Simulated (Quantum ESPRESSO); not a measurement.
**K under changes of volume**

One of the cells (78.519 Å³/atom); the others are scaled copies at fixed shape and fractional positions:

```
K
1.0
    -2.69756    2.69756    2.69756
     2.69756   -2.69756    2.69756
     2.69756    2.69756   -2.69756
K
1
Direct
  0.00000 0.00000 0.00000
```

| Quantity | Value |
| --- | --- |
| Program | Quantum ESPRESSO 7.5 |
| Functional | PBEsol |
| Potentials or basis | PseudoDojo 0.4.1 SR PBEsol standard |
| Cutoff | 1007 eV |
| Density cutoff | 4027 eV |
| k mesh | 7 × 7 × 7 |
| Occupations | fermi-dirac, width 0.05 eV |
| Spin | no spin polarisation |

```csv
volume (Å³/atom),energy over the lowest point (meV/atom),pressure (GPa)
73.807,0.00,-0.1
75.378,1.74,-0.2
76.948,?,?
78.519,6.94,-0.3
80.089,10.30,-0.4
81.659,14.09,-0.4
83.230,18.28,-0.4
```

Q: What does the run at 76.948 Å³/atom give?

A: Energy over the lowest point 4.07 meV/atom; pressure -0.3 GPa.

Worked out: A Birch-Murnaghan fit of order 3 (a polynomial in V^(-2/3)) to the other rows has no minimum within the range. It gives 4.07 meV/atom at 76.948 Å³/atom, against the run's 4.07, and -dE/dV = -0.3 GPa, against -0.3.

Energies are extrapolated to zero smearing.
